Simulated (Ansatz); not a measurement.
# The false plateau in GW convergence: GeSb2Te4 (R3m), part 2 of 2

Aim: vary empty bands and screening cutoff apart and together in G0W0 on GeSb2Te4 (R3m).

Ansatz 0.2.0; G0W0 on PBE, plane waves, PAW; PAW set soft_1. Known limits of the many-body steps: not at the basis limit; mesh may overstate the screening; no spin-orbit coupling.

So far. Step 3 (507 empty bands, screening to 100 eV): Against the run with 4×4×4 mesh, 179 empty bands, screening to 50 eV, PAW set soft_1 files, the gap moves by +0.03 eV. Step 4 (179 empty bands, screening to 150 eV): The G0W0 gap on the mesh is 0.421 eV.

**5. 932 empty bands, screening to 150 eV**

Contents of input.yaml:

```yaml
crystal:
  lattice:
    - [2.1547300807, 1.2440339921, 13.8970814052]
    - [-2.1547300807, 1.2440339921, 13.8970814052]
    - [0.0, -2.4880679842, 13.8970814052]
  atoms:
    - { symbol: Ge, position: [0.570457, 0.570457, 0.570457] }
    - { symbol: Sb, position: [0.426528, 0.426528, 0.426528] }
    - { symbol: Sb, position: [0.997988, 0.997988, 0.997988] }
    - { symbol: Te, position: [0.86977, 0.86977, 0.86977] }
    - { symbol: Te, position: [0.134165, 0.134165, 0.134165] }
    - { symbol: Te, position: [0.71137, 0.71137, 0.71137] }
    - { symbol: Te, position: [0.289721, 0.289721, 0.289721] }
kpoints:
  mp_grid: { grid: [4, 4, 4] }
hamiltonian:
  xc: pbe
  pseudopotentials: { kind: paw, azcp: { folder: soft_1 } }
scf:
  occupations: { method: fixed }
gw:
  n_empty_bands: 932
  ecut_chi: 150
  qp_bands: [v2, c2]
  qp_kpoints: band_edges
  screening: { model: contour_deformation }
```

Command:

```console
$ ansatz run input.yaml --threads 2 --pin off --max-ram 92160MiB --backend cuda --events-out ev --progress --plain --runs-dir out --devices 1 --max-vram 13GiB
```

Numbers of over 12 decimals in the logs are rounded to 6 here.

The program printed:

```text
GPUs: using 1 of 1 available (devices: 1).
[...]
GPU FFT provider: cuFFT
GPU libraries: cuBLAS 13.8.2, cuFFT 12.4.0, cuSOLVER 12.3.4
Crystal: 7 atoms, lattice volume = 223.512 Å³
Basis set: ecut = 420 eV, 4337 PW (Γ)
Bands: 65, of which v1, the nominal top of the filled ones, is band 54 counted from 1 (53 counted from 0)
Symmetry: 6 space group operations
[...]
k-points: 13 of 64 (time reversal used)
[...]
9    53      7.3617   -15.0833     1.1632   -13.5286  0.7134     6.9475     6.9703  root ?
[...]
12    53      7.6347   -14.6963     0.3759   -14.0153  0.7287     7.3241     7.3296  root
    12    54      8.7879   -12.5753    -0.9509   -13.2939  0.7457     8.5539     8.5557  root
    12    55      9.1943   -10.0003    -3.0259   -12.8477  0.7381     9.0167     9.0158  root
    12    56      9.1943   -10.0003    -3.0259   -12.8477  0.7381     9.0167     9.0158  root
[key lines of the parts left out:]
SCF converged after 10 iterations
Free energy (F): -45185.159929 eV
Fermi energy:    8.787930 eV
```

Wall time 4.7 min (1 × NVIDIA H100 80GB HBM3 (shared by 6 runs) with 2 threads of AMD EPYC 7R13 (Zen 3), shared host); peak memory 4.2 GiB; 7.4 min of CPU time.

The G0W0 gap on the mesh is 0.446 eV.

**6. 1656 empty bands, screening to 220 eV**

Changes to input.yaml since step 5:

```diff
@@ -21,4 +21,4 @@
 gw:
-  n_empty_bands: 932
-  ecut_chi: 150
+  n_empty_bands: 1656
+  ecut_chi: 220
   qp_bands: [v2, c2]
```

The program printed:

```text
GPUs: using 1 of 1 available (devices: 1).
[...]
GPU FFT provider: cuFFT
GPU libraries: cuBLAS 13.8.2, cuFFT 12.4.0, cuSOLVER 12.3.4
Crystal: 7 atoms, lattice volume = 223.512 Å³
Basis set: ecut = 420 eV, 4337 PW (Γ)
Bands: 65, of which v1, the nominal top of the filled ones, is band 54 counted from 1 (53 counted from 0)
Symmetry: 6 space group operations
[...]
k-points: 13 of 64 (time reversal used)
[...]
11    56      9.7447    -9.6277    -3.3206   -12.7200  0.7452     9.5178     9.5164  root
    12    53      7.6347   -14.6963     0.2905   -14.0153  0.7285     7.2222     7.2442  root ?
    12    54      8.7879   -12.5753    -1.0376   -13.2939  0.7455     8.4639     8.4689  root
    12    55      9.1943   -10.0003    -3.0875   -12.8477  0.7380     8.9557     8.9542  root
    12    56      9.1943   -10.0003    -3.0875   -12.8477  0.7380     8.9557     8.9542  root
[key lines of the parts left out:]
SCF converged after 10 iterations
Free energy (F): -45185.159929 eV
Fermi energy:    8.787930 eV
```

Wall time 9.4 min (1 × NVIDIA H100 80GB HBM3 (shared by 6 runs) with 2 threads); peak memory 8.6 GiB.

The G0W0 gap on the mesh is 0.458 eV.

**7. 507 empty bands, screening to 300 eV**

Changes to input.yaml since step 6:

```diff
@@ -21,4 +21,4 @@
 gw:
-  n_empty_bands: 1656
-  ecut_chi: 220
+  n_empty_bands: 507
+  ecut_chi: 300
   qp_bands: [v2, c2]
```

The program printed:

```text
GPUs: using 1 of 1 available (devices: 1).
[...]
GPU FFT provider: cuFFT
GPU libraries: cuBLAS 13.8.2, cuFFT 12.4.0, cuSOLVER 12.3.4
Crystal: 7 atoms, lattice volume = 223.512 Å³
Basis set: ecut = 420 eV, 4337 PW (Γ)
Bands: 65, of which v1, the nominal top of the filled ones, is band 54 counted from 1 (53 counted from 0)
Symmetry: 6 space group operations
[...]
k-points: 13 of 64 (time reversal used)
[...]
1    56      9.7993   -10.4243    -3.1106   -13.4734  0.7285     9.7379     9.7377  root
[...]
12    53      7.6347   -14.6963     0.4815   -14.0153  0.7291     7.4332     7.4352  root
    12    54      8.7879   -12.5753    -0.8440   -13.2939  0.7457     8.6622     8.6625  root
    12    55      9.1943   -10.0003    -2.9268   -12.8477  0.7381     9.1150     9.1148  root
    12    56      9.1943   -10.0003    -2.9268   -12.8477  0.7381     9.1150     9.1148  root
[key lines of the parts left out:]
SCF converged after 10 iterations
Free energy (F): -45185.159929 eV
Fermi energy:    8.787930 eV
```

Run time: 3.8 min. Hardware: 1 × NVIDIA H100 80GB HBM3 (shared by 6 runs) with 2 threads; peak memory 15 GiB; 5.7 min of CPU time.

The G0W0 gap on the mesh is 0.439 eV.

**8. The grid**

Start PBE, 4×4×4 mesh. Times are wall times on 1 × NVIDIA H100 80GB HBM3 (shared by 6 runs) with 2 threads of AMD EPYC 7R13 (Zen 3), shared host, good to a factor of about two.

```
cutoff (eV)  plane waves at q = 0  bands summed  gap (eV)  Σc valence (eV)  Σc conduction (eV)     time
         50                   191           233     0.398            -0.45               -2.43     57 s
        100                   521           561     0.432            -0.82               -2.76    2 min
        150                   975           233     0.421            -0.51               -2.46     55 s
        150                   975           986     0.446            -0.95               -2.88  4.7 min
        220                  1641          1710     0.458            -1.04               -2.95  9.4 min
        300                  2583           561     0.439            -0.84               -2.78  3.8 min
```

**9. What came out**

- 233 bands, 50 eV: 0.398 eV
- 561 bands, 100 eV: 0.432 eV
- 233 bands, 150 eV: 0.421 eV
- 986 bands, 150 eV: 0.446 eV
- 1710 bands, 220 eV: 0.458 eV
- 561 bands, 300 eV: 0.439 eV
- estimated limit along the diagonal: 0.47 eV
- mesh and start: 4×4×4, PBE

At 150 eV, going from 233 to 986 bands moves the gap by +0.03 eV. At 233 bands, raising the cutoff from 50 to 150 eV moves it by +0.02 eV. At 561 bands, raising the cutoff from 100 to 300 eV moves it by +0.01 eV. Along the diagonal, where both rise together, the two highest rungs point to 0.47 eV. Gaps are over the mesh's points; an edge off the mesh would be missed. A low cutoff hides what high bands add, so a band series at one cutoff can look settled before the gap is. The RPA ε∞ on this mesh reaches over 25; with a narrow direct gap a coarse mesh can overstate it, and the correction is then too small. The many-body steps are scalar-relativistic: spin-orbit coupling is not in them.

[Paths, hosts, dates, memory and timing lines, banners, echoed tables and standing remarks are left out of the program output.]

[Logs are printed without paths, hosts, clocks, repeated set-up lines and the standing remarks that a program may print on its own settings, such as how far it seeks lower states.]

[Runs of the session that timed out or met a known fault of the program may be left out.]

[Cells called generated may have been cut or substituted from an entry of the Crystallography Open Database or the Materials Project.]

[Hosts, paths, dates, database ids (printed as entryN), source tags and the programs' standing remarks are cut or masked in the printed files.]
